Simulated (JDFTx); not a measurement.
Crystal: Ti.

```
Ti
1.0
    -1.64100    1.64100    1.64100
     1.64100   -1.64100    1.64100
     1.64100    1.64100   -1.64100
Ti
1
Direct
  0.00000 0.00000 0.00000
```

This isn't the form of Ti at room conditions, which is hcp.

```yaml
Program: JDFTx 1.7.0 (patched build)
Task: relaxation of cell and atoms
Functional: TPSS
Potentials_or_basis: SG15-PBE-1.2 with smoothed tails
Cutoff: 1088 eV
Density_cutoff: 4354 eV
k_mesh: 6 × 6 × 6
Occupations: fermi-dirac, width 0.05 eV
Spin: no spin polarisation
```

At the start: pressure -3.7 GPa; volume 17.68 Å³/atom.

Where does the relaxation end?

Over 5 steps the energy falls by 7.9 meV/atom and the volume is 17.02 Å³/atom (-3.7 %); space group Im-3m (No. 229, to 0.05 Å).

The path:
| step | energy change (eV) | largest force (eV/Å) | pressure (GPa) | volume (Å³) |
| --- | --- | --- | --- | --- |
| 1 | 0.0000 | 0.0000 | -3.75 | 17.68 |
| 2 | -0.0022 | 0.0000 | -3.21 | 17.58 |
| 3 | -0.0079 | 0.0000 | -0.07 | 17.03 |
| 4 | -0.0079 | 0.0000 | -0.02 | 17.02 |
| 5 | -0.0079 | 0.0000 | 0.00 | 17.02 |

Final structure:
```yaml
crystal:
  lattice:
    - [-1.62030, 1.62030, 1.62030]
    - [1.62030, -1.62030, 1.62030]
    - [1.62030, 1.62030, -1.62030]
  atoms:
    - { symbol: Ti, position: [0.00000, 0.00000, 0.00000] }
```

Caveat: the k mesh is coarse (spacing up to 0.45 Å⁻¹), so the values aren't converged; meta-GGA forces are noisy on this grid; the potentials were made for another functional, which shifts forces and pressure.
